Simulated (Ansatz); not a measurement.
Compressing Rh

Computed with DFT PBEsol, scalar-relativistic, plane waves, PAW in Ansatz 0.2.0. Settings: 420 eV cutoff, 18×18×10 k-mesh, Gaussian smearing of 0.10 eV, no spin polarisation.

Starting point, cell and atoms relaxed:

```xyz
2
Lattice="2.6887 0.0000 0.0000 -1.3444 2.3285 0.0000 0.0000 0.0000 4.3290" Properties=species:S:1:pos:R:3 pbc="T T T"
Rh    1.3444    0.7762    3.2468
Rh    0.0000    1.5523    1.0823
```

Cell and atoms are relaxed at each pressure within the symmetry of the start, at zero temperature, so transitions that lower the symmetry aren't seen. The k-mesh given is that at zero pressure and may differ at others. a, b and c are the lengths of the cell vectors above.

```tsv
P (GPa)	V (Å³/atom)	V/V0	a (Å)	b (Å)	c (Å)
-1	13.60	1.004	2.692	2.692	4.334
0	13.55	1.000	2.689	2.689	4.329
1	13.51	0.997	2.686	2.686	4.324
4	13.38	0.987	2.677	2.677	4.311
12	13.06	0.963	2.655	2.655	4.278
25	12.62	0.931	2.624	2.624	4.232
50	11.97	0.883	2.577	2.577	4.161
90	11.20	0.827	2.520	2.520	4.074
```

Q: What bulk modulus and pressure derivative fit these points?

A: A third-order Birch–Murnaghan fit gives B0 = 294 GPa and B0' = 4.9.

Q: Which cell vector or vectors give way most up to 90 GPa?

A: a and b: the changes are a -6.3 %, b -6.3 %, c -5.9 %.

This form isn't the element's structure at ambient conditions.